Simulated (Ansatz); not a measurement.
# P (R-3m) in Ansatz: further runs

Runs on P. Level: LDA. Tasks: single point, equation of state.

All numbers are computed with Ansatz 0.2.0; they aren't measurements. Logs are shortened: lines on timing, memory, paths and dates and some standing lists are left out, and cuts for length are marked.

## 1. The structure

The structure is trigonal, space group R-3m (No. 166). The conventional cell has a = 3.451 Å, b = 3.451 Å, c = 9.389 Å, α = 90.00°, β = 90.00°, γ = 120.00°. P (site symmetry 3m) is surrounded by 3 P at 2.29 Å.

This isn't the form of P at room conditions, which is orthorhombic.

## 2. Single point, LDA, 15.18 Å³/atom (volume scaled by 0.94)

File input.yaml:

```yaml
crystal:
  lattice:
    - [1.6904964118, 0.9760085585, 3.0657910646]
    - [-1.6904964118, 0.9760085585, 3.0657910646]
    - [0.0, -1.9520171168, 3.0657910646]
  atoms:
    - { symbol: P, position: [0.77291975, 0.77291975, 0.77291975] }
    - { symbol: P, position: [0.22708025, 0.22708025, 0.22708025] }
kpoints:
  mp_grid: { grid: [9, 9, 9] }
scf:
  occupations: { method: fermi_dirac, width: 0.05 }
hamiltonian:
  xc: lda
  pseudopotentials: { kind: all_electron, lapw: { basis_error: 0.001 } }
output:
  forces: true
  stress: true
  eigenvalues: true
```

Potentials or basis: all-electron LAPW, scalar-relativistic.

Started as:

```bash
ansatz run input.yaml --threads 1 --pin off --max-ram 3072MiB --backend cpu --events-out ev --progress --plain --runs-dir out
```

What it wrote:

```text
Warning: RAYON_NUM_THREADS=1 ignored (pool sized by the plan → 1); use --threads N
LAPW: plane waves up to 7.843 Å⁻¹, error target 1.0e-3 eV per atom; small_component_spin mean_spin; P in spheres of 1.123 Å, 13 of its electrons in bands, Dirac shells [] (how accurate: hamiltonian.pseudopotentials.lapw.basis_error, Limitations)
Engine: ansatz 0.2.0, aarch64-unknown-linux-gnu
Pseudopotentials: kind: all_electron
Pseudopotential: P, LAPW, valence charge 13, lapw/all_electron/scalar/gaussian/P, Koelling and Harmon's equation, gaussian nucleus
Functional definition: SPW92
  exchange = slater_x
  correlation = pw_c
Crystal: 2 atoms, lattice volume = 30.350 Å³
Basis set: ecut = 234.36384249438473 eV, 253 PW (Γ), FFT grids on a1−a3, a2−a3, a3, exchange–correlation at level 2
Bands: 17, of which v1, the nominal top of the filled ones, is band 13 counted from 1 (12 counted from 0)
Symmetry: 12 space group operations
Space group: R-3m (ITA 166), of the structure as read, at distance tolerance 3.1e-5 Å
k-points: 85 of 729
Non-local potential: P, projectors of the file, none
Initial density: superposition of atomic densities (chi_scale 0.1, normalization cell)
Initial wavefunctions: plane waves of lowest kinetic energy (no species holds an atomic orbital)
Functional: x = slater, c = lda
iter 1 solved again at ethr=9.93e-4 eV; its pass at ethr=1.00e-1 eV (dr2=2.58e-1 eV) is discarded
SCF iter   1: F=—  HF=-18558.800831 eV  |F-HF|=—  |Δ(HF+E_count)|=         —  Δρ=3.51e-2  dr2=2.59e-1  ethr=9.93e-4  ⟨swp⟩=2.1  Hψ=10016  notcnv=0
preconditioner: auto → none  [insulator: Δε(μ)=0.175 eV  Ē_g=11.228 eV  σ=0.050 eV  W_gap=0.69  n_scr=14 (ndim 8)  ℏωp=21.3 eV  f_vac=0.000  D(μ)=0.22/eV (n_scr^D=0)  ε∞_Penn≈4.6]
SCF iter   2: F=—  HF=-18558.741674 eV  |F-HF|=—  |Δ(HF+E_count)|=   5.92e-2  Δρ=1.58e-2  dr2=4.77e-2  ethr=9.93e-4  ⟨swp⟩=2.0  Hψ=4080  notcnv=0
iter 3 solved again at ethr=5.66e-7 eV; its pass at ethr=1.83e-4 eV (dr2=1.47e-4 eV) is discarded
SCF iter   3: F=—  HF=-18558.728688 eV  |F-HF|=—  |Δ(HF+E_count)|=   1.30e-2  Δρ=7.36e-4  dr2=1.46e-4  ethr=5.66e-7  ⟨swp⟩=2.6  Hψ=7002  notcnv=0
SCF iter   4: F=—  HF=-18558.728788 eV  |F-HF|=—  |Δ(HF+E_count)|=         —  Δρ=1.34e-4  dr2=5.63e-6  ethr=5.60e-7  ⟨swp⟩=3.0  Hψ=4069  notcnv=0
the basis was enlarged: its passes take 81.0 KiB over the memory plan, 1 of 1 planned eigensolver slots
SCF iter   5: F=—  HF=-18558.728778 eV  |F-HF|=—  |Δ(HF+E_count)|=   9.68e-6  Δρ=2.41e-5  dr2=9.15e-8  ethr=2.16e-8  ⟨swp⟩=3.0  Hψ=4010  notcnv=0
SCF iter   6: F=-18558.728778 eV  HF=-18558.728778 eV  |F-HF|=2.58e-9  |Δ(HF+E_count)|=   1.54e-7  Δρ=3.22e-6  dr2=1.60e-9  ethr=3.52e-10  ⟨swp⟩=2.7  Hψ=3863  notcnv=0
SCF 1 converged in 6 iterations: F = -18558.728778 eV  dr2 = 1.60e-9
SCF converged after 6 iterations
Free energy (F): -18558.728778 eV
Harris-Foulkes:  -18558.728778 eV  (|F-HF|=2.58e-9)
Internal energy: -18558.726434 eV  (E = F + TS)
E sigma→0 (E₀):  -18558.727606 eV
Entropy (-TS):   -0.002344 eV (-1.172 meV/atom)
Fermi energy:    12.215453 eV
--- Per-component energies (eV) ---
  E_band       = -1873.676884
  E_kinetic    = 18610.138043
  E_xc         = -1203.237736
  E_electrostatic = -35965.626741  (all electrons and nuclei)
  E_smearing   = -0.002344  (= −TS)
  E_closure    = 0.000000  (closes the sum)
  E_atoms      = -18546.642384  (free atoms, spherical and without spin; not in F)
  Σ components = -18558.728778   (vs F -18558.728778, Δ=0.00e0)
  Basis errors (estimates in eV, not in F): energy 5.1e-4 per atom: plane waves 4.8e-4 (2.8e-4 summed), levels above the bands 7.3e-46, relativity 2.5e-9, radial functions 3.2e-5, core shells 3.5e-10; eigenvalues (radial functions only) 4.9e-7; not estimated: angular momenta, meshes, grids; target (lapw.basis_error) 1.0e-3; muffin-tin radii P 1.123 Å
--- Forces (eV/Å), atoms counted from 1 ---
  atom   1  P     -0.00000000    -0.00000000    -0.58346662
  atom   2  P      0.00000000     0.00000000     0.58346662
  max |Σ_I F_I| component: 0.00e0 eV/Å
--- Stress (GPa, compression-positive) ---
        4.193709      -0.000000      -0.000000
       -0.000000       4.193709      -0.000000
       -0.000000      -0.000000       0.543764
  P = ⅓ Tr σ = 2.9771 GPa (29.771 kbar)
--- Band table (eV; the first three rows and the last of 85) ---
  k-point 0: bands = ["-156.5552", "-156.5519", "-107.9249", "-107.9249", "-107.9171", "-107.9171", "-107.8927", "-107.8880", "-4.8679", "8.9367", "9.0421", "9.2600", "9.2600", "13.5853", "14.8896", "14.8896", "18.0041"]
  k-point 1: bands = ["-156.5551", "-156.5520", "-107.9249", "-107.9248", "-107.9174", "-107.9171", "-107.8925", "-107.8881", "-4.6575", "7.1886", "8.8451", "9.0881", "10.2344", "14.0725", "14.8827", "14.9983", "16.7843"]
  k-point 2: bands = ["-156.5549", "-156.5522", "-107.9251", "-107.9243", "-107.9180", "-107.9170", "-107.8921", "-107.8884", "-4.0306", "4.8360", "8.6280", "8.7303", "10.9128", "13.6941", "14.1395", "14.3150", "17.4836"]
  k-point 84: bands = ["-156.5550", "-156.5521", "-107.9248", "-107.9246", "-107.9175", "-107.9173", "-107.8921", "-107.8886", "-2.6105", "1.1119", "7.6994", "8.8195", "11.3675", "12.7205", "13.9389", "15.8758", "19.7420"]
```

It took 8 s on 1 thread of Arm Neoverse V1, shared host; peak memory 0.26 GiB.

What came out:

- Free energy: -18558.7288 eV
- Pressure: 3.0 GPa
- Largest force: 0.583 eV/Å
- Band gap on the k mesh: none (metal or under the smearing width)

## 3. Single point, LDA, 15.50 Å³/atom (volume scaled by 0.96)

input.yaml: that of step 2 with these lines changed.

```diff
@@ -2,5 +2,5 @@
   lattice:
-    - [1.6904964118, 0.9760085585, 3.0657910646]
-    - [-1.6904964118, 0.9760085585, 3.0657910646]
-    - [0.0, -1.9520171168, 3.0657910646]
+    - [1.7024017084, 0.9828820846, 3.0873818539]
+    - [-1.7024017084, 0.9828820846, 3.0873818539]
+    - [0.0, -1.9657641692, 3.0873818539]
   atoms:
```

Potentials or basis: all-electron LAPW, scalar-relativistic.

Started as:

```bash
ansatz run input.yaml --threads 1 --pin off --max-ram 3072MiB --backend cpu --events-out ev --progress --plain --runs-dir out
```

It took 8 s on 1 thread of Arm Neoverse V1, shared host; peak memory 0.26 GiB.

The run converged. Its results:

```yaml
Free_energy: -18558.7361 eV
Pressure: 0.7 GPa
Largest_force: 0.433 eV/Å
Band_gap_on_the_k_mesh: none (metal or under the smearing width)
```

## 4. Single point, LDA, 15.82 Å³/atom (volume scaled by 0.98)

input.yaml: that of step 3 with these lines changed.

```diff
@@ -2,5 +2,5 @@
   lattice:
-    - [1.7024017084, 0.9828820846, 3.0873818539]
-    - [-1.7024017084, 0.9828820846, 3.0873818539]
-    - [0.0, -1.9657641692, 3.0873818539]
+    - [1.7141427808, 0.989660796, 3.1086748154]
+    - [-1.7141427808, 0.989660796, 3.1086748154]
+    - [0.0, -1.9793215919, 3.1086748154]
   atoms:
```

Started as:

```bash
ansatz run input.yaml --threads 1 --pin off --max-ram 3072MiB --backend cpu --events-out ev --progress --plain --runs-dir out
```

Run time: 8.6 s. Hardware: 1 thread of Arm Neoverse V1, shared host; peak memory 0.26 GiB.

The run converged. Its results:

```
Free energy            : -18558.7351 eV
Pressure               : -1.2 GPa
Largest force          : 0.307 eV/Å
Band gap on the k mesh : none (metal or under the smearing width)
```

## 5. Single point, LDA, 16.14 Å³/atom

input.yaml: that of step 4 with these lines changed.

```diff
@@ -2,5 +2,5 @@
   lattice:
-    - [1.7141427808, 0.989660796, 3.1086748154]
-    - [-1.7141427808, 0.989660796, 3.1086748154]
-    - [0.0, -1.9793215919, 3.1086748154]
+    - [1.725725178, 0.9963478961, 3.1296800121]
+    - [-1.725725178, 0.9963478961, 3.1296800121]
+    - [0.0, -1.9926957921, 3.1296800121]
   atoms:
```

Started as:

```bash
ansatz run input.yaml --threads 1 --pin off --max-ram 3072MiB --backend cpu --events-out ev --progress --plain --runs-dir out
```

Wall time 8.9 s (1 thread of Arm Neoverse V1, shared host); peak memory 0.26 GiB.

It converged, with:

```
Free energy            : -18558.7265 eV
Pressure               : -3.0 GPa
Largest force          : 0.188 eV/Å
Band gap on the k mesh : none (metal or under the smearing width)
```

## 6. Single point, LDA, 16.47 Å³/atom (volume scaled by 1.02)

input.yaml: that of step 5 with these lines changed.

```diff
@@ -2,5 +2,5 @@
   lattice:
-    - [1.725725178, 0.9963478961, 3.1296800121]
-    - [-1.725725178, 0.9963478961, 3.1296800121]
-    - [0.0, -1.9926957921, 3.1296800121]
+    - [1.7371541546, 1.0029464188, 3.1504069738]
+    - [-1.7371541546, 1.0029464188, 3.1504069738]
+    - [0.0, -2.0058928376, 3.1504069738]
   atoms:
```

Potentials or basis: all-electron LAPW, scalar-relativistic.

Started as:

```bash
ansatz run input.yaml --threads 1 --pin off --max-ram 3072MiB --backend cpu --events-out ev --progress --plain --runs-dir out
```

Run time: 8.6 s. Hardware: 1 thread of Arm Neoverse V1, shared host; peak memory 0.26 GiB.

It converged, with:

```
Free energy            : -18558.7113 eV
Pressure               : -4.6 GPa
Largest force          : 0.060 eV/Å
Band gap on the k mesh : none (metal or under the smearing width)
```

## 7. Single point, LDA, 16.79 Å³/atom (volume scaled by 1.04)

input.yaml: that of step 6 with these lines changed.

```diff
@@ -2,5 +2,5 @@
   lattice:
-    - [1.7371541546, 1.0029464188, 3.1504069738]
-    - [-1.7371541546, 1.0029464188, 3.1504069738]
-    - [0.0, -2.0058928376, 3.1504069738]
+    - [1.7484346925, 1.0094592404, 3.1708647352]
+    - [-1.7484346925, 1.0094592404, 3.1708647352]
+    - [0.0, -2.0189184807, 3.1708647352]
   atoms:
```

Started as:

```bash
ansatz run input.yaml --threads 1 --pin off --max-ram 3072MiB --backend cpu --events-out ev --progress --plain --runs-dir out
```

Run time: 8.6 s. Hardware: 1 thread of Arm Neoverse V1, shared host; peak memory 0.26 GiB.

Results (log left out):

```
Free energy            : -18558.6898 eV
Pressure               : -6.1 GPa
Largest force          : 0.066 eV/Å
Band gap on the k mesh : none (metal or under the smearing width)
```

## 8. Single point, LDA, 17.11 Å³/atom (volume scaled by 1.06)

input.yaml: that of step 7 with these lines changed.

```diff
@@ -2,5 +2,5 @@
   lattice:
-    - [1.7484346925, 1.0094592404, 3.1708647352]
-    - [-1.7484346925, 1.0094592404, 3.1708647352]
-    - [0.0, -2.0189184807, 3.1708647352]
+    - [1.7595715195, 1.0158890905, 3.1910618704]
+    - [-1.7595715195, 1.0158890905, 3.1910618704]
+    - [0.0, -2.0317781808, 3.1910618704]
   atoms:
```

Started as:

```bash
ansatz run input.yaml --threads 1 --pin off --max-ram 3072MiB --backend cpu --events-out ev --progress --plain --runs-dir out
```

Run time: 8.7 s. Hardware: 1 thread of Arm Neoverse V1, shared host; peak memory 0.26 GiB.

The run converged. Its results:

* Free energy: -18558.6624 eV
* Pressure: -7.5 GPa
* Largest force: 0.184 eV/Å
* Band gap on the k mesh: none (metal or under the smearing width)

## 9. Equation of state, LDA

Potentials or basis: all-electron LAPW, scalar-relativistic.

This step only gathers the single runs of the series.

What came out:

| Property | Result |
| --- | --- |
| Equilibrium volume | 15.62 Å³/atom |
| Bulk modulus at fixed shape and positions | 95 GPa |
| Pressure derivative of the bulk modulus | 3.5 (rough: it moves with the points fitted) |

Energy against volume, from the lowest point:
```tsv
volume (Å³/atom)	energy (meV/atom)
15.175	3.68
15.498	0.00
15.821	0.54
16.144	4.84
16.467	12.44
16.789	23.19
17.112	36.87
```

Caveat: the cell was scaled at fixed shape and fractional positions, which overstates the stiffness of a crystal with free parameters, most of all of layers and chains.
